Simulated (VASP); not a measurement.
Runs of VASP 6.6.1 on Os. Symmetry: Fm-3m, No. 225, cubic system. Conventional cell: a = 3.844 Å, b = 3.844 Å, c = 3.844 Å, α = 90.00°, β = 90.00°, γ = 90.00°. Os (site symmetry m-3m) is surrounded by 12 Os at 2.72 Å. This isn't the form of Os at room conditions, which is hcp.

```tsv
task	cell	k mesh	cutoff (eV)	gap on the mesh (eV)	pressure (GPa)	relaxed volume (Å³/atom)
single point	Fm-3m, 14.2 Å³/atom	8 × 8 × 8	520	none	3.6	-
single point	P6/mmm, 15.77 Å³/atom	9 × 9 × 8	520	none	(a)	-
relaxation of cell and atoms	relaxed	9 × 9 × 8	600	none	0.1	15.75
relaxation of cell and atoms	relaxed	24 × 24 × 24	600	none	-0.1	14.34
single point	Fm-3m, 14.33 Å³/atom	24 × 24 × 24	520	none	-0.1	-
```

Alike in all rows: level PBE; potentials or basis VASP PAW PBE potentials, release 64 (Os); no spin polarisation; smearing gaussian 0.1 eV.

Problem. Fill in the values left out.

Solution. (a) -0.2.

A k mesh can miss the band edges, and the runs leave out spin-orbit coupling on Os.

A gap of «none» marks a metal or a gap under the smearing width.
